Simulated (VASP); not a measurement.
Write the native input for VASP 6.6.1 that does the following.

| Item | Value |
| --- | --- |
| Task | relaxation of cell and atoms |
| Functional | r2SCAN |
| Potentials or basis | VASP PAW PBE potentials, release 64 (Os) |
| Cutoff | 600 eV |
| k mesh | 15 × 15 × 9 |
| Occupations | methfessel-paxton, width 0.1 eV |
| Spin | no spin polarisation |
| Further INCAR settings | ALGO = Normal; EDIFF = 1e-06; IBRION = 2; EDIFFG = -0.01; NSW = 90; ISIF = 3 |

The structure of Os lies in POSCAR:

```
Os
1.0
    2.7341000000      0.0000000000      0.0000000000
   -1.3670500000      2.3678000565      0.0000000000
    0.0000000000      0.0000000000      4.3197000000
Os
2
Direct
    0.3333333333      0.6666666667      0.2500000000
    0.6666666667      0.3333333333      0.7500000000
```

One way to write it, as run:

INCAR

```
  ALGO = Normal
  EDIFF = 1E-6
  EDIFFG = -0.01
  ENCUT = 600
  IBRION = 2
  ISIF = 3
  ISMEAR = 1
  LASPH = True
  LCHARG = False
  LMIXTAU = True
  LREAL = False
  LWAVE = False
  METAGGA = R2SCAN
  NELM = 80
  NSW = 90
  PREC = Accurate
  SIGMA = 0.1
```

KPOINTS

```
k-points
0
Gamma
  15 15 9
```

Potentials or basis: VASP PAW PBE potentials, release 64 (Os).

Command:

```console
$ cat potpaw_PBE.64/Os/POTCAR > POTCAR
$ mpirun -np 1 vasp_std > vasp.out
```

Results of the run:

```yaml
Relaxed_volume: 14.05 Å³/atom
Relaxed_cell: a = 2.738 Å, b = 2.738 Å, c = 4.327 Å, α = 90.00°, β = 90.00°, γ = 120.00°
Space_group_after_relaxing_to_0.05_Å: P6_3/mmc (No. 194)
Energy_gained_by_relaxing: 0.4 meV/atom
Ionic_steps: 3
Pressure_after_relaxing: 0.0 GPa
Band_gap_on_the_k_mesh: none (metal or under the smearing width)
```

Caveat: the PAW data sets were made with another functional, which shifts forces and pressure a little.

Run time: 4.3 min on 1 thread of Intel(R) Xeon(R) Platinum 8488C (Sapphire Rapids), with other jobs on the host, peak memory 0.21 GiB.
